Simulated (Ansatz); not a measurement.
# SnO$_{2}$: how the free axis answers a strain

SnO$_{2}$, P4_2/mnm, a = 4.768 Å, c = 3.212 Å. Ansatz: PBEsol, PAW, 420 eV, Γ-centred 6×6×8 mesh on 6 atoms, Gaussian smearing 0.02 eV; no spin polarisation. Series: uniaxial strain along c, with a, b and atoms relaxed; x is the strain in per cent. y is the change of a in per cent of 4.768 Å.

| x (%) | y (%) |
| --- | --- |
| -4.5 | ? |
| -3.0 | 1.12 |
| -1.5 | 0.56 |
| 0.0 | 0.00 |
| 1.5 | -0.53 |
| 3.0 | -1.07 |
| 4.5 | -1.59 |

**Question.** Fit y = c1 x + c2 x² to the other rows, say what c1 measures, and predict the missing y.

**Answer.** Least squares on the rows shown. y = −0.3651 x + 0.002735 x². So −c1 = 0.365 is Poisson's ratio for this pair of axes. At x = -4.5 the fit asked for gives 1.70 %. The run gave 1.69 %, so the fit is 0.01 % too high, within twice the rms miss on the fitted rows (0.006 %).